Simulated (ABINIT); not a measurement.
# Bi2Se3 (Paraguanajuatite) (R-3m) in ABINIT: settings compared

One crystal, Bi2Se3 (Paraguanajuatite), is run at these levels: BP86, PBEsol; tasks: band structure.

All numbers are computed with ABINIT 10.8.3 (patched build); they aren't measurements. Logs are shortened: lines on timing, memory, paths and dates and some standing lists are left out, and cuts for length are marked. The log counts tension as positive stress, the text compression.

## 1. The structure

Symmetry: R-3m, No. 166, trigonal system. Conventional cell: a = 4.143 Å, b = 4.143 Å, c = 28.636 Å, α = 90.00°, β = 90.00°, γ = 120.00°. Bi (site symmetry 3m) has 6 Se at 2.85 to 3.07 Å as nearest neighbours. Se (site symmetry 3m) has 3 Bi at 2.85 Å as nearest neighbours. Se (site symmetry -3m) is surrounded by 6 Bi at 3.07 Å.

## 2. Band structure, BP86

Input file run.abi:

```
# Datasets: ground state, then fixed potential
ndtset 2

# Pseudopotentials
pp_dirpath "./"
pseudos "Bi.GGA_PBE-JTH_sp.xml, Se.GGA_PBE-JTH.xml"

# Structure
acell 18.5957953138 18.5957953138 18.5957953138
rprim
     0.2105082144     0.1215369743     0.9700077606
    -0.2105082144     0.1215369743     0.9700077606
     0.0000000000    -0.2430739485     0.9700077606
ntypat 2
znucl 83 34
natom 5
typat 1 1 2 2 2
xred
     0.5992000000     0.5992000000     0.5992000000
     0.4008000000     0.4008000000     0.4008000000
     0.7883000000     0.7883000000     0.7883000000
     0.2117000000     0.2117000000     0.2117000000
     0.0000000000     0.0000000000     0.0000000000

# Plane-wave basis
ecut 15.0
pawecutdg 30.0
pawxcdev 0

# Exchange and correlation
ixc -106132

# Bands and occupations
occopt 3
tsmear 0.05 eV

# SCF cycle
nstep 100

# Output
iomode 3
prtwf 0
prteig 0
prtebands 0
enunit 1
prtden1 1

# Dataset 1
kptopt1 1
ngkpt1 8 8 8
nshiftk1 1
shiftk1 0.0 0.0 0.0
nband1 18
tolvrs1 1.0e-9

# Dataset 2: bands along G-L-B1
iscf2 -2
getden2 1
nband2 24
nbdbuf2 4
tolwfr2 1.0e-11
kptopt2 -2
ndivsm2 6
prteig2 1
kptbounds2
     0.0000000000     0.0000000000     0.0000000000
     0.5000000000     0.0000000000     0.0000000000
     0.5000000000     0.1771325325    -0.1771325325
```

Potentials or basis: JTH PAW PBE v2.0 sp.

Launch:

```console
abinit run.abi > log 2>&1
```

run.abo:

```text
.Version 10.8.3 of ABINIT
 DATASET    1 : space group R-3 m (#166); Bravais hR (rhombohedral)
================================================================================
 Values of the parameters that define the memory need for DATASET  1.
     intxc =       0    ionmov =       0      iscf =      17    lmnmax =       8
     lnmax =       4     mgfft =      72  mpssoang =       2    mqgrid =    3001
     natom =       5  nloc_mem =       2    nspden =       1   nspinor =       1
    nsppol =       1      nsym =      12    n1xccc =       1    ntypat =       2
    occopt =       3   xclevel =       2
       mpw =        2672          nfft =      373248          nkpt =          65
 PAW method is used; the additional fine FFT grid is defined by:
   mgfftf=        96    nfftf =    884736
================================================================================
================================================================================

 DATASET    2 : space group R-3 m (#166); Bravais hR (rhombohedral)
================================================================================
 Values of the parameters that define the memory need for DATASET  2.
     intxc =       0    ionmov =       0      iscf =      -2    lmnmax =       8
     lnmax =       4     mgfft =      72  mpssoang =       2    mqgrid =    3001
     natom =       5  nloc_mem =       2    nspden =       1   nspinor =       1
    nsppol =       1      nsym =      12    n1xccc =       1    ntypat =       2
    occopt =       3   xclevel =       2
       mpw =        2670          nfft =      373248          nkpt =          17
 PAW method is used; the additional fine FFT grid is defined by:
   mgfftf=        96    nfftf =    884736
================================================================================
================================================================================

--------------------------------------------------------------------------------
------------- Echo of variables that govern the present computation ------------
--------------------------------------------------------------------------------
 -outvars: echo values of preprocessed input variables --------
            acell      1.8595795314E+01  1.8595795314E+01  1.8595795314E+01 Bohr
              amu      2.08980370E+02  7.89600000E+01
             ecut      1.50000000E+01 Hartree
           enunit           1
           getden1          0
           getden2          1
[... 522 lines left out ...]
    3     -0.00000000000000     0.00000000077572    22.57375878550405
    4      0.00000000000000     0.00000000020832     6.06224119610708
    5      0.00000000000000     0.00000000000000     0.00000000000000
 length scales= 18.595795313800 18.595795313800 18.595795313800 bohr
              =  9.840471092004  9.840471092004  9.840471092004 angstroms
 Eigenvalues (   eV  ) for nkpt=  17  k points:
 kpt#   1, nband= 24, wtk=  1.00000, kpt=  0.0000  0.0000  0.0000 (reduced coord)
 -17.61009  -16.89429  -15.97747  -12.74107  -11.99960   -5.30686   -5.22695   -4.98427
  -4.98427   -4.93523   -4.93523   -4.36903   -4.36903   -3.12847   -2.89941   -1.78184
  -1.78184   -0.91817   -0.41198   -0.41198    2.94879    4.05408    4.10994    4.18088
 kpt#   2, nband= 24, wtk=  1.00000, kpt=  0.0500  0.0000  0.0000 (reduced coord)
 -17.58722  -16.87505  -15.96545  -12.75611  -12.02545   -5.56820   -5.49923   -5.14942
  -4.84177   -4.82272   -4.64376   -4.57671   -4.41685   -3.30606   -2.64772   -1.68977
  -1.66503   -0.78507   -0.53108   -0.41852    2.93710    3.63626    4.15717    4.23169
 kpt#   3, nband= 24, wtk=  1.00000, kpt=  0.1000  0.0000  0.0000 (reduced coord)
 -17.51894  -16.81805  -15.93014  -12.80327  -12.10290   -5.96011   -5.86766   -5.35783
  -5.16911   -4.83015   -4.57143   -4.46828   -4.21486   -3.67818   -2.18989   -1.45419
  -1.43891   -0.83874   -0.43131   -0.39913    2.74699    3.26999    4.20028    4.43443
 kpt#   4, nband= 24, wtk=  1.00000, kpt=  0.1500  0.0000  0.0000 (reduced coord)
 -17.40625  -16.72562  -15.87380  -12.88813  -12.23066   -6.33788   -6.26140   -5.64748
  -5.57088   -5.01808   -4.43433   -4.43116   -4.13272   -3.84089   -1.82055   -1.32066
  -1.17437   -0.97774   -0.41611    0.07937    2.33332    3.16711    4.34734    4.50842
 kpt#   5, nband= 24, wtk=  1.00000, kpt=  0.2000  0.0000  0.0000 (reduced coord)
[... 37 lines left out ...]
  -6.45310   -5.77545   -5.56430   -5.27455   -4.79470   -4.43238   -0.86440   -0.58463
   0.01769    0.17680    0.38845    1.12903    2.15025    2.86996    4.79303    5.73828
 kpt#  15, nband= 24, wtk=  1.00000, kpt=  0.5000  0.1181 -0.1181 (reduced coord)
 -15.69354  -15.61540  -15.55917  -14.10440  -13.96490   -8.25630   -7.58564   -7.47312
  -6.53800   -6.03112   -5.63645   -5.34543   -4.44058   -4.42975   -0.81618   -0.53681
  -0.08846    0.43090    0.60735    1.13755    2.84903    3.10256    4.34290    5.06506
 kpt#  16, nband= 24, wtk=  1.00000, kpt=  0.5000  0.1476 -0.1476 (reduced coord)
 -15.61852  -15.57743  -15.50936  -14.14090  -14.08172   -8.15440   -7.60651   -7.53724
  -6.86702   -6.05354   -5.96202   -5.19368   -4.32133   -4.09045   -1.15129   -0.70234
  -0.18036    0.71880    0.97213    1.22394    3.39932    3.70350    4.13829    4.42279
 kpt#  17, nband= 24, wtk=  1.00000, kpt=  0.5000  0.1771 -0.1771 (reduced coord)
 -15.59749  -15.57826  -15.50490  -14.13102  -14.11638   -8.05983   -7.51001   -7.47952
  -7.17735   -6.46651   -5.78525   -5.03043   -4.20095   -3.83312   -1.46915   -0.93300
  -0.28536    0.65124    1.35792    1.40625    3.25827    3.84484    4.54344    4.70905

== END DATASET(S) ==============================================================
================================================================================

 -outvars: echo values of variables after computation  --------
            acell      1.8595795314E+01  1.8595795314E+01  1.8595795314E+01 Bohr
           etotal1    -4.0276936024E+01
            fcart1     1.3352716334E-18 -2.8686630760E-18  5.3540729976E-03
                       1.4781448916E-18  4.1250079992E-19 -5.3540729976E-03
                       4.8912636694E-19  3.6890769101E-18  6.2534281065E-03
                      -2.9555981967E-18 -4.8334959385E-21 -6.2534281065E-03
                      -3.4694469520E-19 -1.2280811381E-18 -0.0000000000E+00
            rprim      2.1050821440E-01  1.2153697430E-01  9.7000776060E-01
                      -2.1050821440E-01  1.2153697430E-01  9.7000776060E-01
                       0.0000000000E+00 -2.4307394850E-01  9.7000776060E-01
           strten1    -1.1608783847E-04 -1.1608784097E-04 -1.0920972668E-04
                      -3.2238948451E-13  0.0000000000E+00  0.0000000000E+00
           xangst      6.1758320368E-18  5.8964121127E-10  1.7158691189E+01
                      -1.1566421128E-18  3.9440599611E-10  1.1477308793E+01
                      -2.9375718508E-16  7.7572425225E-10  2.2573758786E+01
                       1.1298000781E-17  2.0832279415E-10  6.0622411961E+00
                       0.0000000000E+00  0.0000000000E+00  0.0000000000E+00
             xred      5.9920000000E-01  5.9920000000E-01  5.9920000000E-01
                       4.0080000000E-01  4.0080000000E-01  4.0080000000E-01
                       7.8830000000E-01  7.8830000000E-01  7.8830000000E-01
                       2.1170000000E-01  2.1170000000E-01  2.1170000000E-01
                       0.0000000000E+00  0.0000000000E+00  0.0000000000E+00
 Calculation completed.
```

Wall time 8.3 min (1 thread of Arm Neoverse V2, shared host); peak memory 0.48 GiB.

What came out:

```yaml
Free_energy: -1095.9913 eV
Pressure: 3.3 GPa
Largest_force: 0.322 eV/Å
Band_gap_on_the_k_mesh: 0.23 eV, direct
Band_gap_along_the_path: 0.23 eV, direct
Valence_electrons_inside_the_program's_atomic_spheres: Bi 3.38; Se 3.89, 3.94
```

Forces in eV/Å, atoms in the order of the input:
```
Bi   0.000  0.000  0.275
Bi   0.000  0.000 -0.275
Se   0.000  0.000  0.322
Se   0.000  0.000 -0.322
Se   0.000  0.000  0.000
```

Stress tensor (GPa, compression positive):
```
3.42 0.00 0.00
0.00 3.42 0.00
0.00 0.00 3.21
```

Levels at the corners of the path, in eV from the valence-band top:
| point | band 12 | band 13 | band 14 | band 15 | band 16 | band 17 |
| --- | --- | --- | --- | --- | --- | --- |
| Γ | -1.24 | -1.24 | 0.00 | 0.23 | 1.35 | 1.35 |
| L | -2.17 | -1.26 | -0.57 | 0.84 | 1.88 | 3.05 |
| B1 | -1.90 | -1.07 | -0.70 | 1.66 | 2.20 | 2.84 |

Caveat: the PAW data sets were made with another functional, which shifts forces and pressure a little; spin-orbit coupling is left out, which as a rule narrows the gap of such compounds by several tenths of an eV; this set keeps more shells in the core, which shifts pressures and gaps.

## 3. Band structure, PBEsol

run.abi, as its differences from that of step 2:

```diff
@@ -8,7 +8,7 @@
 # Structure
-acell 18.5957953138 18.5957953138 18.5957953138
+acell 3*1.0 Angstrom
 rprim
-     0.2105082144     0.1215369743     0.9700077606
-    -0.2105082144     0.1215369743     0.9700077606
-     0.0000000000    -0.2430739485     0.9700077606
+     2.0715000000     1.1959810826     9.5453333333
+    -2.0715000000     1.1959810826     9.5453333333
+     0.0000000000    -2.3919621653     9.5453333333
 ntypat 2
@@ -30,3 +30,3 @@
 # Exchange and correlation
-ixc -106132
+ixc -116133
 
@@ -44,3 +44,2 @@
 prtebands 0
-enunit 1
 prtden1 1
@@ -62,4 +61,5 @@
 kptopt2 -2
-ndivsm2 6
+ndivsm2 5
 prteig2 1
+prtvol2 -3
 kptbounds2
```

Potentials or basis: JTH PAW PBE v2.0 sp.

Launch:

```console
abinit run.abi > log 2>&1
```

Wall time 8.4 min (1 thread of Arm Neoverse V2, shared host); peak memory 0.49 GiB.

Results (log left out):

| Item | Value |
| --- | --- |
| Free energy | -1094.6892 eV |
| Pressure | 0.1 GPa |
| Largest force | 0.290 eV/Å |
| Band gap on the k mesh | 0.16 eV, direct |
| Band gap along the path | 0.16 eV, direct |
| Valence electrons inside the program's atomic spheres | Bi 3.37; Se 3.87, 3.91 |

Forces in eV/Å, atoms in the order of the input:
```
Bi   0.000  0.000  0.290
Bi   0.000  0.000 -0.290
Se   0.000  0.000  0.205
Se   0.000  0.000 -0.205
Se   0.000  0.000  0.000
```

Levels at the corners of the path, in eV from the valence-band top:
```
point  band 11  band 12  band 13  band 14  band 15  band 16  band 17  band 18
    Γ    -1.80    -1.24    -1.24     0.00     0.16     1.34     1.34     2.18
    L    -3.03    -2.20    -1.26    -0.58     0.79     1.87     2.99     3.12
   B1    -2.68    -1.92    -1.08    -0.70     1.63     2.19     2.85     3.79
```

Caveat: the PAW data sets were made with another functional, which shifts forces and pressure a little; spin-orbit coupling is left out, which as a rule narrows the gap of such compounds by several tenths of an eV; this set keeps more shells in the core, which shifts pressures and gaps.
